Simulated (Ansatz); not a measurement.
Crystal: MoS2.

```xyz
3
Lattice="1.5855 0.9154 6.1150 -1.5855 0.9154 6.1150 0.0000 -1.8308 6.1150" Properties=species:S:1:pos:R:3 pbc="T T T"
Mo    0.0000    0.0000    0.0000
S     0.0000    0.0000    4.5862
S     0.0000    0.0000   13.7587
```

Measurements of this composition are mostly on another form, of space group No. 194.

* Program: Ansatz 0.2.0
* Task: single point
* Functional: PBEsol
* Potentials or basis: all-electron LAPW, scalar-relativistic
* Cutoff: 267 eV (chosen from the basis error)
* Basis error allowed: 0.001 eV/atom
* k mesh: 10 × 10 × 10
* Occupations: fermi-dirac, width 0.05 eV
* Spin: no spin polarisation

On this cell: pressure 2.9 GPa; largest force 0.758 eV/Å; band gap on the k mesh none (metal or under the smearing width).

The same run follows on a disturbed copy (atoms moved at random, drawn with an rms of 0.05 Å):

```
Mo S
1.0
     1.58550    0.91539    6.11500
    -1.58550    0.91539    6.11500
     0.00000   -1.83078    6.11500
Mo S
1 2
Direct
  0.00526 0.98847 0.00654
  0.24910 0.25717 0.23994
  0.74176 0.73264 0.76980
```

Task: What does the disturbed cell give?

Result: The energy (extrapolated to zero smearing) moves by +14.4 meV/atom; pressure 3.8 GPa; largest force 1.354 eV/Å; band gap on the k mesh none (metal or under the smearing width).

Forces on the atoms (eV/Å):
```
Mo  -0.212 -0.052 -0.775
S    0.226 -0.367 -0.512
S   -0.014  0.419  1.287
```

Stress tensor (GPa, compression positive):
```
 3.59 -0.40 -1.09
-0.40  0.31  3.52
-1.09  3.52  7.47
```

Caveats: the cell's inner coordinates are idealised or old, which leaves forces on the atoms.
